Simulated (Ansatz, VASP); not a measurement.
## One calculation of Ta, two programs

```
Ta
1.0
     0.00000    2.10383    2.10383
     2.10383    0.00000    2.10383
     2.10383    2.10383    0.00000
Ta
1
Direct
  0.00000 0.00000 0.00000
```

Alike in both runs: functional r2SCAN; k mesh 13 × 13 × 13; occupations fermi-dirac, width 0.1 eV; no spin polarisation.

Ansatz relaxed the structure, and its values are those at the end. VASP's run is a single point on that final structure, the one shown.

|  | VASP | Ansatz |
| --- | --- | --- |
| version | VASP 6.6.1 | Ansatz 0.2.0 |
| potentials or method | VASP PAW PBE potentials, release 64 (Ta_pv) | plane waves (500 eV) with PAW, scalar-relativistic |
| plane-wave cutoff (eV) | 520 | 500 |
| valence electrons in the cell | 11 | 13 |

|  | VASP | Ansatz | Ansatz less VASP |
| --- | --- | --- | --- |
| pressure (GPa) | 0.5 | 0.0 | -0.50 |

With one functional, cell and mesh, what is left measures potentials, basis and numerics. The two sets of potentials don't hold the same shells in valence.

Caveats: the PAW data sets were made with another functional, which shifts forces and pressure a little (VASP). Spin-orbit coupling is left out, which matters for the levels of Ta.
